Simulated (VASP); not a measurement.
# GaS (P6_3/mmc) in VASP: a series of runs, part 2 of 2

VASP 6.6.1. The steps go on from the part before.

### Step 3. Elastic constants, PBE+D3(BJ)

POSCAR

```
GaS
1.0
    3.5882434156     -0.0000000000      0.0000000000
   -1.7941217079      3.1075099529     -0.0000000000
   -0.0000000000      0.0000000000     15.4227830899
  Ga              S
     4     4
Direct
     0.3333333332999970    0.6666666667000030    0.1706260018542173
     0.6666666667000030    0.3333333332999970    0.6706260018542173
     0.3333333332999970    0.6666666667000030    0.3293739981457827
     0.6666666667000030    0.3333333332999970    0.8293739981457827
     0.3333333332999970    0.6666666667000030    0.5999602089089178
     0.6666666667000030    0.3333333332999970    0.0999602089089178
     0.3333333332999970    0.6666666667000030    0.9000397910910822
     0.6666666667000030    0.3333333332999970    0.4000397910910822
```

INCAR.step1

```
PREC     = Accurate       # precision mode
ENCUT    = 600            # plane-wave cutoff, eV
EDIFF    = 1E-8           # SCF threshold, eV
ISMEAR   = 0              # smearing method
SIGMA    = 0.03           # smearing width, eV
LREAL    = F              # projectors in reciprocal space
LASPH    = T              # aspherical terms in the spheres
NELM     = 80             # most SCF steps
ALGO     = Normal         # electronic algorithm
ISIF     = 3              # what is computed and relaxed
LWAVE    = F              # write WAVECAR
LCHARG   = F              # write CHGCAR
GGA      = PE             # functional
IVDW     = 12             # dispersion correction
KPAR     = 2            
IBRION   = 2              # ionic algorithm
NSW      = 40             # ionic steps
EDIFFG   = -0.002         # ionic threshold
```

INCAR.step2

```
PREC     = Accurate       # precision mode
ENCUT    = 600            # plane-wave cutoff, eV
EDIFF    = 1E-8           # SCF threshold, eV
ISMEAR   = 0              # smearing method
SIGMA    = 0.03           # smearing width, eV
LREAL    = F              # projectors in reciprocal space
LASPH    = T              # aspherical terms in the spheres
NELM     = 80             # most SCF steps
ALGO     = Normal         # electronic algorithm
ISIF     = 3              # what is computed and relaxed
LWAVE    = F              # write WAVECAR
LCHARG   = F              # write CHGCAR
GGA      = PE             # functional
IVDW     = 12             # dispersion correction
KPAR     = 2            
IBRION   = 6              # ionic algorithm
NFREE    = 2            
POTIM    = 0.015          # step
NSW      = 1              # ionic steps
```

KPOINTS

```
Automatic mesh
0
Gamma
  9 9 2
```

Potentials or basis: VASP PAW PBE potentials, release 64 (Ga_d, S).

Command:

```
> cat potpaw_PBE.64/Ga_d/POTCAR potpaw_PBE.64/S/POTCAR > POTCAR
> cp INCAR.step1 INCAR
> mpirun -np 2 vasp_std > vasp.out
> cp CONTCAR POSCAR
> cp INCAR.step2 INCAR
> mpirun -np 2 vasp_std > vasp.out
```

It took 89 min on 2 MPI ranks of Intel Xeon Platinum 8488C (Sapphire Rapids), shared host; peak memory 1.1 GiB.

Results (log left out):

```yaml
Relaxed_volume: 21.53 Å³/atom
Relaxed_cell: a = 3.588 Å, b = 3.588 Å, c = 15.445 Å, α = 90.00°, β = 90.00°, γ = 120.00°
Space_group_after_relaxing_to_0.05_Å: P6_3/mmc (No. 194)
Voigt_bulk_modulus: 41 GPa
Highest_phonon_frequency_at_Γ_LO-TO_splitting_left_out: 359 cm⁻¹
Dispersion_energy_per_atom: -0.273 eV
```

Final structure:
```yaml
crystal:
  lattice:
    - [3.58809, 0.00000, 0.00000]
    - [-1.79405, 3.10738, 0.00000]
    - [0.00000, 0.00000, 15.44526]
  atoms:
    - { symbol: Ga, position: [0.33333, 0.66667, 0.17075] }
    - { symbol: Ga, position: [0.66667, 0.33333, 0.67075] }
    - { symbol: Ga, position: [0.33333, 0.66667, 0.32925] }
    - { symbol: Ga, position: [0.66667, 0.33333, 0.82925] }
    - { symbol: S, position: [0.33333, 0.66667, 0.60018] }
    - { symbol: S, position: [0.66667, 0.33333, 0.10018] }
    - { symbol: S, position: [0.33333, 0.66667, 0.89982] }
    - { symbol: S, position: [0.66667, 0.33333, 0.39982] }
```

Phonon frequencies in cm⁻¹ (negative: imaginary):
| q point | frequencies |
| --- | --- |
| (0.000, 0.000, 0.000) | 0 0 0 22 22 45 67 67 70 70 176 185 280 280 281 281 285 285 286 286 315 334 357 359 |

Elastic tensor in Voigt notation (GPa, in the Cartesian axes of the cell as first typed):
```
112  29  11   0   0   0
 29 112  11   0   0   0
 11  11  42   0   0   0
  0   0   0  10   0   0
  0   0   0   0  10   0
  0   0   0   0   0  42
```

Clamped-ion elastic tensor (GPa):
```
144  40  31   0   0   0
 40 144  31   0   0   0
 31  31 128   0   0   0
  0   0   0  51   0   0
  0   0   0   0  51   0
  0   0   0   0   0  52
```

### Step 4. Phonons, LDA

This run uses another cell than the first one, of 20.65 Å³/atom, 0.960 times its volume.

POSCAR

```
GaS
1.0
    3.5361910625      0.0000000000      0.0000000000
   -1.7680955312      3.0624312928      0.0000000000
    0.0000000000      0.0000000000     15.2527977109
  Ga              S
     4     4
Direct
     0.3333333332999970    0.6666666667000030    0.1709733968704374
     0.6666666667000030    0.3333333332999970    0.6709733968704374
     0.3333333332999970    0.6666666667000030    0.3290266031295626
     0.6666666667000030    0.3333333332999970    0.8290266031295626
     0.3333333332999970    0.6666666667000030    0.6001592841397660
     0.6666666667000030    0.3333333332999970    0.1001592841397660
     0.3333333332999970    0.6666666667000030    0.8998407158602340
     0.6666666667000030    0.3333333332999970    0.3998407158602341
```

INCAR.step1

```
SYSTEM = GaS
  ALGO = Fast
  EDIFF = 1E-8
  EDIFFG = -0.002
  ENCUT = 600
  GGA = CA
  IBRION = 2
  ISIF = 3
  ISMEAR = 0
  KPAR = 2
  LASPH = .True.
  LCHARG = .False.
  LREAL = .False.
  LWAVE = .False.
  NELM = 80
  NSW = 40
  PREC = Accurate
  SIGMA = 0.03
```

INCAR.step2

```
SYSTEM = GaS
  ALGO = Fast
  EDIFF = 1E-8
  ENCUT = 600
  GGA = CA
  IBRION = 6
  ISIF = 2
  ISMEAR = 0
  KPAR = 2
  LASPH = .True.
  LCHARG = .False.
  LREAL = .False.
  LWAVE = .False.
  NELM = 80
  NFREE = 2
  NSW = 1
  POTIM = 0.015
  PREC = Accurate
  SIGMA = 0.03
```

KPOINTS

```
k-points
0
Gamma
  9 9 2
  0 0 0
```

Potentials or basis: VASP PAW LDA potentials, release 64 (Ga_d, S).

Command:

```
> cat potpaw_LDA.64/Ga_d/POTCAR potpaw_LDA.64/S/POTCAR > POTCAR
> cp INCAR.step1 INCAR
> mpirun -np 2 vasp_std > vasp.out
> cp CONTCAR POSCAR
> cp INCAR.step2 INCAR
> mpirun -np 2 vasp_std > vasp.out
```

OUTCAR:

```text
SYSTEM = GaS
   EDIFF = 1E-8
   ENCUT = 600
   GGA = CA
   IBRION = 6
   ISIF = 2
   ISMEAR = 0
   LASPH = .True.
   LREAL = .False.
   NELM = 80
   NFREE = 2
   NSW = 1
   POTIM = 0.015
   PREC = Accurate

 ion  position               nearest neighbor table
   1  0.333  0.667  0.171-   6 2.31   6 2.31   6 2.31   3 2.41
   2  0.667  0.333  0.671-   5 2.31   5 2.31   5 2.31   4 2.41
   3  0.333  0.667  0.329-   8 2.31   8 2.31   8 2.31   1 2.41
   4  0.667  0.333  0.829-   7 2.31   7 2.31   7 2.31   2 2.41
[... 1768 lines left out ...]

   1 f  =   10.967282 THz    68.909465 2PiTHz  365.829151 cm-1    45.357014 meV
             X         Y         Z           dx          dy          dz
     -0.000000  2.041899  2.602242    -0.000000    0.000000    0.364047
      1.768336  1.020949 10.217923    -0.000000   -0.000000    0.364047
     -0.000000  2.041899  5.013440    -0.000000    0.000000   -0.364047
      1.768336  1.020949 12.629121    -0.000000   -0.000000   -0.364047
     -0.000000  2.041899  9.138148    -0.000000    0.000000   -0.342739
      1.768336  1.020949  1.522466     0.000000   -0.000000   -0.342739
     -0.000000  2.041899 13.708897     0.000000    0.000000    0.342739
      1.768336  1.020949  6.093215     0.000000   -0.000000    0.342739
[... 243 lines left out ...]
  24 f/i=    0.003403 THz     0.021384 2PiTHz    0.113525 cm-1     0.014075 meV
             X         Y         Z           dx          dy          dz
     -0.000000  2.041899  2.602242    -0.413701   -0.002624   -0.000000
      1.768336  1.020949 10.217923    -0.413701   -0.002624   -0.000000
     -0.000000  2.041899  5.013440    -0.413701   -0.002624   -0.000000
      1.768336  1.020949 12.629121    -0.413701   -0.002624   -0.000000
     -0.000000  2.041899  9.138148    -0.280787   -0.001781   -0.000000
      1.768336  1.020949  1.522466    -0.280787   -0.001781   -0.000000
     -0.000000  2.041899 13.708897    -0.280787   -0.001781   -0.000000
      1.768336  1.020949  6.093215    -0.280787   -0.001781   -0.000000

 ELASTIC MODULI CONTR FROM IONIC RELAXATION (kBar)
 Direction    XX          YY          ZZ          XY          YZ          ZX
 --------------------------------------------------------------------------------
 XX        -364.4110   -120.6080   -257.0905     -0.0000     -0.0000     -0.0000
 YY        -120.6080   -364.4110   -257.0905     -0.0000      0.0000      0.0000
 ZZ        -257.0905   -257.0905  -1015.0060     -0.0000      0.0000     -0.0000
 XY          -0.0000     -0.0000     -0.0000   -121.9015      0.0000      0.0000
 YZ           0.0000      0.0000      0.0000     -0.0000   -458.3594     -0.0000
 ZX          -0.0000     -0.0000     -0.0000      0.0000     -0.0000   -458.3603
 --------------------------------------------------------------------------------
```

Wall time 58 min (2 MPI ranks of Intel Xeon Platinum 8488C (Sapphire Rapids), shared host); peak memory 0.95 GiB.

Results:

- Relaxed volume: 20.62 Å³/atom
- Relaxed cell: a = 3.537 Å, b = 3.537 Å, c = 15.231 Å, α = 90.00°, β = 90.00°, γ = 120.00°
- Space group after relaxing (to 0.05 Å): P6_3/mmc (No. 194)
- Highest phonon frequency at Γ, LO-TO splitting left out: 366 cm⁻¹

Final structure:
```
Ga S
1.0
     3.53667    0.00000    0.00000
    -1.76834    3.06285    0.00000
     0.00000    0.00000   15.23136
Ga S
4 4
Direct
  0.33333 0.66667 0.17085
  0.66667 0.33333 0.67085
  0.33333 0.66667 0.32915
  0.66667 0.33333 0.82915
  0.33333 0.66667 0.59996
  0.66667 0.33333 0.09996
  0.33333 0.66667 0.90004
  0.66667 0.33333 0.40004
```

Phonon frequencies in cm⁻¹ (negative: imaginary):
```
              q point                                                                         frequencies
(0.000, 0.000, 0.000)  0 0 0 25 25 45 70 70 73 73 182 189 294 294 295 295 299 299 299 299 324 340 365 366
```

### Step 5. Comparison with measurements

Step 2. Against the measured gap of GaS, 2.53 eV (indirect; 300 K; quoted in “Vapor-liquid-solid growth of highly-mismatched semiconductor nanowires with high-fidelity van der Waals layer stacking”, 2022, arxiv:2211.03366), the calculated 2.39 eV is off by -0.14 eV. 2 values of this kind are on record (2.53 to 2.59 eV); this one was drawn at random. Spin-orbit coupling on Ga is left out. The value is that of G0W0 on PBE, without temperature or zero-point motion.
